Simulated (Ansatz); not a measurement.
Clean, relaxed (111) surface of TiN, space group Fm-3m (No. 225) (top face towards +c; atoms held fixed, by place in the list: 1, 2, 3, 4):

```xyz
8
Lattice="2.9726 0.0000 0.0000 -1.4863 2.5744 0.0000 0.0000 0.0000 25.4950" Properties=species:S:1:pos:R:3 pbc="T T T"
N     0.0000    1.7162    8.5000
Ti    1.4863    0.8581    9.7136
N     0.0000    0.0000   10.9271
Ti    0.0000    1.7162   12.1407
N     1.4863    0.8581   13.3465
Ti    0.0000    0.0000   14.5779
N     0.0000    1.7162   15.8193
Ti    1.4863    0.8581   16.8781
```

The calculation used DFT PBEsol, scalar-relativistic, plane waves, PAW in Ansatz. Settings: cutoff 420 eV, Γ-centred mesh 12×12×1 on the computed 8-atom cell, Gaussian smearing of 0.10 eV; no spin polarisation. The cell repeats along c with a dipole correction in the vacuum.

E_ads counts from the clean slab and the free adsorbate (spin-polarised where it has unpaired electrons); negative means bound. With the adsorbate the cell is lengthened along c to keep the vacuum.

**Question.** B (atom) is put at the hollow (Ti-Ti-Ti) at (0.00, 0.00) site, one adsorbate per 7.7 Å². What structure does it relax to?

**Answer.** E_ads = -5.17 eV. Contacts: B–Ti 2.27 Å.

```xyz
9
Lattice="2.9726 0.0000 0.0000 -1.4863 2.5744 0.0000 0.0000 0.0000 27.4950" Properties=species:S:1:pos:R:3 pbc="T T T"
N     0.0000    1.7162    8.5000
Ti    1.4863    0.8581    9.7136
N     0.0000    0.0000   10.9271
Ti    0.0000    1.7162   12.1407
N     1.4863    0.8581   13.3609
Ti    0.0000    0.0000   14.5672
N     0.0000    1.7162   15.7924
Ti    1.4863    0.8581   16.9965
B     0.0000    0.0000   18.4797
```

Each end is the local minimum or symmetric point that its start leads to. This ideal cut is polar: the work functions of its two faces differ by 3.4 eV. Real polar faces reconstruct or get covered, and then bind electron donors or acceptors far more weakly.

For at least one of the starts the bottom face's work function also shifts by over 0.1 eV: the slab is too thin to screen the adsorbate, so the work functions aren't converged with thickness.

Spin polarisation was left out, and a magnetic state may lie lower.